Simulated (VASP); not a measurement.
# KCl (Fm-3m) in VASP: notebook

One crystal, KCl, is run at these levels: r2SCAN, r2SCAN+rVV10; tasks: relaxation of cell and atoms.

Everything below comes from runs of VASP 6.6.1. Logs are shortened: lines on timing, memory, paths and dates and some standing lists are left out, and cuts for length are marked.

### 1 The structure

Symmetry: Fm-3m, No. 225, cubic system. The conventional cell has a = 6.268 Å, b = 6.268 Å, c = 6.268 Å, α = 90.00°, β = 90.00°, γ = 90.00°. K (site symmetry m-3m) has 6 Cl at 3.13 Å as nearest neighbours. Around Cl (site symmetry m-3m) lie 6 K at 3.13 Å.

### 2 Relaxation of cell and atoms, r2SCAN

Input file INCAR:

```
SYSTEM = KCl
ALGO     = Normal         ! electronic algorithm
EDIFF    = 1E-7           ! SCF threshold, eV
EDIFFG   = -0.005         ! ionic threshold
ENCUT    = 600            ! plane-wave cutoff, eV
IBRION   = 2              ! ionic algorithm
ISIF     = 3              ! what is computed and relaxed
ISMEAR   = 0              ! smearing method
LASPH    = .True.         ! aspherical terms in the spheres
LCHARG   = .False.        ! write CHGCAR
LMIXTAU  = .True.       
LREAL    = .False.        ! projectors in reciprocal space
LWAVE    = .False.        ! write WAVECAR
METAGGA  = R2SCAN         ! meta-GGA
NELM     = 80             ! most SCF steps
NSW      = 90             ! ionic steps
PREC     = Accurate       ! precision mode
SIGMA    = 0.02           ! smearing width, eV
```

Input file KPOINTS:

```
k-points
0
Gamma
  6 6 6
  0 0 0
```

Input file POSCAR:

```
KCl
1.0
    0.0000000000      3.1341000000      3.1341000000
    3.1341000000      0.0000000000      3.1341000000
    3.1341000000      3.1341000000      0.0000000000
K Cl
1 1
Direct
    0.0000000000      0.0000000000      0.0000000000
    0.5000000000      0.5000000000      0.5000000000
```

Potentials or basis: VASP PAW PBE potentials, release 64 (K_sv, Cl).

Launch:

```bash
> cat potpaw_PBE.64/K_sv/POTCAR potpaw_PBE.64/Cl/POTCAR > POTCAR
> mpirun -np 1 vasp_std > vasp.out
```

OUTCAR:

```text
SYSTEM = KCl
   EDIFF = 1E-7
   EDIFFG = -0.005
   ENCUT = 600
   IBRION = 2
   ISIF = 3
   ISMEAR = 0
   LASPH = .True.
   LREAL = .False.
   METAGGA = R2SCAN
   NELM = 80
   NSW = 90
   PREC = Accurate

 ion  position               nearest neighbor table
   1  0.000  0.000  0.000-   2 3.13   2 3.13   2 3.13   2 3.13   2 3.13   2 3.13
   2  0.500  0.500  0.500-   1 3.13   1 3.13   1 3.13   1 3.13   1 3.13   1 3.13

  LATTYP: Found a face centered cubic cell.
 ALAT       =     6.2682000000

  Lattice vectors:

 A1 = (   0.0000000000,   3.1341000000,   3.1341000000)
 A2 = (   3.1341000000,   0.0000000000,   3.1341000000)
 A3 = (   3.1341000000,   3.1341000000,   0.0000000000)

Analysis of symmetry for initial positions (statically):
=====================================================================
 Subroutine PRICEL returns:
 Original cell was already a primitive cell.

 Routine SETGRP: Setting up the symmetry group for a
 face centered cubic supercell.

 Subroutine GETGRP returns: Found 48 space group operations
 (whereof 48 operations were pure point group operations)
 out of a pool of 48 trial point group operations.

The static configuration has the point symmetry O_h .

Analysis of symmetry for dynamics (positions and initial velocities):
=====================================================================
 Subroutine PRICEL returns:
 Original cell was already a primitive cell.

 Routine SETGRP: Setting up the symmetry group for a
 face centered cubic supercell.

 Subroutine GETGRP returns: Found 48 space group operations
 (whereof 48 operations were pure point group operations)
 out of a pool of 48 trial point group operations.

The dynamic configuration has the point symmetry O_h .

 Subroutine INISYM returns: Found 48 space group operations
 (whereof 48 operations are pure point group operations),
 and found     1 'primitive' translations

----------------------------------------------------------------------------------------

                                     Primitive cell

  volume of cell :      61.5699

  direct lattice vectors                    reciprocal lattice vectors
     0.000000000  3.134100000  3.134100000    -0.159535433  0.159535433  0.159535433
     3.134100000  0.000000000  3.134100000     0.159535433 -0.159535433  0.159535433
     3.134100000  3.134100000  0.000000000     0.159535433  0.159535433 -0.159535433

  length of vectors
     4.432286726  4.432286726  4.432286726     0.276323475  0.276323475  0.276323475

  position of ions in fractional coordinates (direct lattice)
     0.000000000  0.000000000  0.000000000
     0.500000000  0.500000000  0.500000000
[... 66 lines left out ...]
   ENCUT  =  600.0 eV  44.10 Ry    6.64 a.u.   8.85  8.85  8.85*2*pi/ulx,y,z
   NELM   =     80;   NELMIN=  2; NELMDL= -5     # of ELM steps
   EDIFF  = 0.1E-06   stopping-criterion for ELM
   LREAL  =      F    real-space projection
   EDIFFG = -.5E-02   stopping-criterion for IOM
   NSW    =     90    number of steps for IOM
   IBRION =      2    ionic relax: 0-MD 1-quasi-New 2-CG
   NFREE  =      1    steps in history (QN), initial steepest desc. (CG)
   ISIF   =      3    stress and relaxation
   ISYM   =      2    0-nonsym 1-usesym 2-fastsym
   POTIM  = 0.5000    time-step for ionic-motion
   TEBEG  =    0.0;   TEEND  =   0.0 temperature during run
   PSTRESS=    0.0 pullay stress
   NELECT =      16.0000    total number of electrons
   NUPDOWN=      -1.0000    fix difference up-down
   EMIN   =  10.00;   EMAX   =-10.00  energy-range for DOS
   EFERMI =   0.00;   METHOD = LEGACY
   ISMEAR =     0;   SIGMA  =   0.02  broadening in eV -4-tet -1-fermi 0-gaus
   EFERMI_NEDOS =   21; number of points for ismear=-14 and -15
   IALGO  =     38    algorithm
   IMIX   =      4    mixing-type and parameters
     AMIX     =   0.40;   BMIX     =  1.00
     AMIX_MAG =   1.60;   BMIX_MAG =  1.00
  volume/ion in A,a.u.               =      30.78       207.75
  Fermi-wavevector in a.u.,A,eV,Ry     =   1.044701  1.974198 14.849399  1.091400
  Thomas-Fermi vector in A             =   2.179465
   LORBIT       =      0    0 simple, 1 ext, 2 COOP (PROOUT), +10 PAW based schemes
   METAGGA = R2SCAN    functional components
   LHFCALC =     F    Hartree Fock is set to
   AEXX    =    0.0000 exact exchange contribution
   IVDW    =     0    specifies the selected vdW correction
   LEPSILON=     F    determine dielectric tensor
   LRPA    =     F    only Hartree local field effects (RPA)
 conjugate gradient relaxation of ions
 non-spin polarized calculation
 Gauss-broadening in eV      SIGMA  =   0.02
  energy-cutoff  :      600.00
  volume of cell :       61.57
 maximum number of plane-waves:      2085
   NGX = 17   NGY = 17   NGZ = 17

--------------------------------------- Ionic step        1  -------------------------------------------

 number of electron      16.0000002 magnetization

 Free energy of the ion-electron system (eV)
  ---------------------------------------------------
  ext. energy  EPLUGINS =         0.00000000
  ---------------------------------------------------
  free energy    TOTEN  =       -16.50705901 eV

  energy without entropy =      -16.50705901  energy(sigma->0) =      -16.50705901

------------------------ aborting loop because EDIFF is reached ----------------------------------------

  FORCE on cell =-STRESS in cart. coord.  units (eV):
  Direction    XX          YY          ZZ          XY          YZ          ZX
  --------------------------------------------------------------------------------------
  -------------------------------------------------------------------------------------
  Total        0.0983418      0.0983418      0.0983418      0.0000000      0.0000000     -0.0000000
  in kB        2.5590580      2.5590580      2.5590580      0.0000000      0.0000000     -0.0000000
  external PRESSURE =       2.5590580 kB  Pullay stress =       0.0000000 kB
[... 131 lines left out ...]
--------------------------------------- Ionic step        5  -------------------------------------------

 number of electron      16.0000001 magnetization

 Free energy of the ion-electron system (eV)
  ---------------------------------------------------
  ext. energy  EPLUGINS =         0.00000000
  ---------------------------------------------------
  free energy    TOTEN  =       -16.50767571 eV

  energy without entropy =      -16.50767571  energy(sigma->0) =      -16.50767571

 E-fermi :  -2.1839     XC(G=0):  -7.9513

 val. band max:       -2.2664562167   @ k =   0.0000   0.0000   0.0000
 cond. band min:       3.5615004230   @ k =   0.0000   0.0000   0.0000
 fundamental gap:      5.8279566398
 Fermi energy:        -2.1839371116

 k-point     1 :       0.0000    0.0000    0.0000
  band No.  band energies     occupation
      1     -30.5359      2.00000
      2     -14.9353      2.00000
      3     -13.2276      2.00000
      4     -13.2276      2.00000
      5     -13.2276      2.00000
      6      -2.2665      2.00000
      7      -2.2665      2.00000
      8      -2.2665      2.00000
      9       3.5615      0.00000
     10       6.7673      0.00000
     11       6.7673      0.00000
     12       6.7673      0.00000
[... 252 lines left out ...]
  FREE ENERGIE OF THE ION-ELECTRON SYSTEM (eV)
  ---------------------------------------------------
  free  energy   TOTEN  =       -16.5076757128 eV

  energy  without entropy=      -16.5076757128  energy(sigma->0) =      -16.50767571

 reached required accuracy - stopping structural energy minimisation
```

CONTCAR:

```text
KCl
   1.00000000000000
     0.0000000000000000    3.1469892605577452    3.1469892605577452
     3.1469892605577452   -0.0000000000000000    3.1469892605577452
     3.1469892605577452    3.1469892605577452   -0.0000000000000000
  K               Cl
     1     1
Direct
     0.0000000000000000    0.0000000000000000    0.0000000000000000
     0.5000000000000000    0.5000000000000000    0.5000000000000000

  0.00000000E+00  0.00000000E+00  0.00000000E+00
  0.00000000E+00  0.00000000E+00  0.00000000E+00
```

Wall time 3.5 min (1 thread of Intel Xeon Platinum 8488C (Sapphire Rapids), shared host); peak memory 0.23 GiB.

What came out:

| Item | Value |
| --- | --- |
| Free energy | -16.5077 eV |
| Relaxed volume | 31.17 Å³/atom |
| Relaxed cell | a = 4.451 Å, b = 4.451 Å, c = 4.451 Å, α = 60.00°, β = 60.00°, γ = 60.00° |
| Space group after relaxing (to 0.05 Å) | Fm-3m (No. 225) |
| Energy gained by relaxing | 0.3 meV/atom |
| Ionic steps | 5 |
| Pressure after relaxing | 0.0 GPa |
| Band gap on the k mesh | 5.83 eV, direct |

Step by step:
```
step  energy change (eV)  largest force (eV/Å)  pressure (GPa)  volume (Å³)
   1              0.0000                0.0000            0.26        61.57
   2             -0.0005                0.0000            0.09        62.01
   3             -0.0006                0.0000            0.06        62.16
   4             -0.0006                0.0000           -0.05        62.48
   5             -0.0006                0.0000            0.01        62.33
```

Final structure:
```
K Cl
1.0
     0.00000    3.14699    3.14699
     3.14699    0.00000    3.14699
     3.14699    3.14699    0.00000
K Cl
1 1
Direct
  0.00000 0.00000 0.00000
  0.50000 0.50000 0.50000
```

Caveat: the PAW data sets were made with another functional, which shifts forces and pressure a little.

### 3 Relaxation of cell and atoms, r2SCAN+rVV10

Changes to INCAR since step 2:

```diff
@@ -2,2 +2,4 @@
 ALGO     = Normal         ! electronic algorithm
+BPARAM   = 11.95        
+CPARAM   = 0.0093       
 EDIFF    = 1E-7           ! SCF threshold, eV
@@ -8,2 +10,3 @@
 ISMEAR   = 0              ! smearing method
+IVDW_NL  = 2            
 LASPH    = .True.         ! aspherical terms in the spheres
@@ -12,2 +15,3 @@
 LREAL    = .False.        ! projectors in reciprocal space
+LUSE_VDW = .True.       
 LWAVE    = .False.        ! write WAVECAR
```

KPOINTS is that of step 2.

POSCAR is that of step 2.

Potentials or basis: VASP PAW PBE potentials, release 64 (K_sv, Cl).

Launch:

```bash
> cat potpaw_PBE.64/K_sv/POTCAR potpaw_PBE.64/Cl/POTCAR > POTCAR
> mpirun -np 1 vasp_std > vasp.out
```

Run time: 7.9 min. Hardware: 1 thread of Intel Xeon Platinum 8488C (Sapphire Rapids), shared host; peak memory 0.4 GiB.

The run converged. Its results:

```yaml
Free_energy: -16.0036 eV
Relaxed_volume: 30.39 Å³/atom
Relaxed_cell: a = 4.413 Å, b = 4.413 Å, c = 4.413 Å, α = 60.00°, β = 60.00°, γ = 60.00°
Space_group_after_relaxing_to_0.05_Å: Fm-3m (No. 225)
Energy_gained_by_relaxing: 0.4 meV/atom
Ionic_steps: 3
Pressure_after_relaxing: 0.0 GPa
Band_gap_on_the_k_mesh: 5.81 eV, direct
```

The path:
```tsv
step	energy change (eV)	largest force (eV/Å)	pressure (GPa)	volume (Å³)
1	0.0000	0.0000	-0.28	61.57
2	-0.0006	0.0000	-0.12	61.09
3	-0.0007	0.0000	-0.01	60.77
```

Final structure:
```xyz
2
Lattice="0.0000 3.1205 3.1205 3.1205 0.0000 3.1205 3.1205 3.1205 0.0000" Properties=species:S:1:pos:R:3 pbc="T T T"
K     0.0000    0.0000    0.0000
Cl    3.1205    3.1205    3.1205
```

Levels at points of the mesh, in eV from the valence-band top:
```tsv
k point	band 5	band 6	band 7	band 8	band 9	band 10	band 11	band 12
(0.00, 0.00, 0.00)	-10.87	0.00	0.00	0.00	5.81	9.00	9.00	9.00
(0.50, 0.00, 0.00)	-10.63	-1.11	-0.34	-0.34	8.09	9.26	11.38	11.38
(0.50, 0.50, 0.00)	-10.93	-0.70	-0.23	-0.23	6.92	9.27	10.72	11.16
```

Caveat: the PAW data sets were made with another functional, which shifts forces and pressure a little. r2SCAN opens gaps a little over a GGA but as a rule still falls short of measured ones.
